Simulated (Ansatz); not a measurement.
AgCl (Chlorargyrite) in Ansatz: the effect of functional

Crystal: AgCl (Chlorargyrite).

```
CELL_PARAMETERS angstrom
0.00000 2.71664 2.71664
2.71664 0.00000 2.71664
2.71664 2.71664 0.00000
ATOMIC_POSITIONS crystal
Ag 0.00000 0.00000 0.00000
Cl 0.50000 0.50000 0.50000
```

The cell isn't the ideal one: volume scaled by 0.98.

Alike in all runs:

* Program: Ansatz 0.2.0
* Task: single point
* Potentials or basis: Ansatz PAW
* k mesh: 8 × 8 × 8
* Occupations: fermi-dirac, width 0.05 eV
* Spin: no spin polarisation

Question: One run gave: gap on the mesh 0.61 eV; pressure -2.7 GPa. Which functional did it use?
A. r2SCAN
B. PBEsol
C. PBE
D. LDA

Answer: D.

```csv
functional,cutoff,gap on the mesh (eV),pressure (GPa)
LDA,420 eV (not typed: the program's choice for these potentials),0.61,-2.7
PBE,420 eV (not typed: the program's choice for these potentials),0.90,5.2
PBEsol,420 eV (not typed: the program's choice for these potentials),0.72,0.5
r2SCAN,500 eV (not typed: the program's choice for these potentials),1.48,3.6
```

Caveats: the PAW data sets come from PBE, with cores solved anew for the run's functional, which leaves a small shift of forces and pressure (some runs).

A k mesh can miss the band edges.
